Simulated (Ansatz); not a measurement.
Ge:

```
Ge
1.0
    -2.57449    2.57449    1.39741
     2.57449   -2.57449    1.39741
     2.57449    2.57449   -1.39741
Ge
2
Direct
  0.50000 0.50000 0.00000
  0.25000 0.75000 0.50000
```

This isn't the form of Ge at room conditions, which is diamond.

- Program: Ansatz 0.2.0
- Task: relaxation of cell and atoms
- Functional: PBEsol
- Dispersion: D3(BJ)
- Potentials or basis: all-electron LAPW, scalar-relativistic
- Basis error allowed: 0.001 eV/atom
- k mesh: 11 × 11 × 11
- Occupations: fermi-dirac, width 0.05 eV
- Spin: no spin polarisation

At the start: volume 18.52 Å³/atom.

Q: How do energy, volume and symmetry change on relaxing?

A: Over 6 steps the energy falls by 9.6 meV/atom and the volume is 17.69 Å³/atom (-4.5 %); space group I4_1/amd (No. 141, to 0.05 Å).

The path:
| step | energy change (eV) | largest force (eV/Å) | volume (Å³) |
| --- | --- | --- | --- |
| 1 | 0.0000 | 0.0000 | 37.05 |
| 2 | -0.0173 | 0.0000 | 34.92 |
| 3 | -0.0192 | 0.0000 | 35.43 |
| 4 | -0.0192 | 0.0000 | 35.40 |
| 5 | -0.0192 | 0.0000 | 35.38 |
| 6 | -0.0192 | 0.0000 | 35.38 |

Final structure:
```
CELL_PARAMETERS angstrom
-2.53666 2.53666 1.37475
2.53666 -2.53666 1.37475
2.53666 2.53666 -1.37475
ATOMIC_POSITIONS crystal
Ge 0.50000 0.50000 0.00000
Ge 0.25000 0.75000 0.50000
```
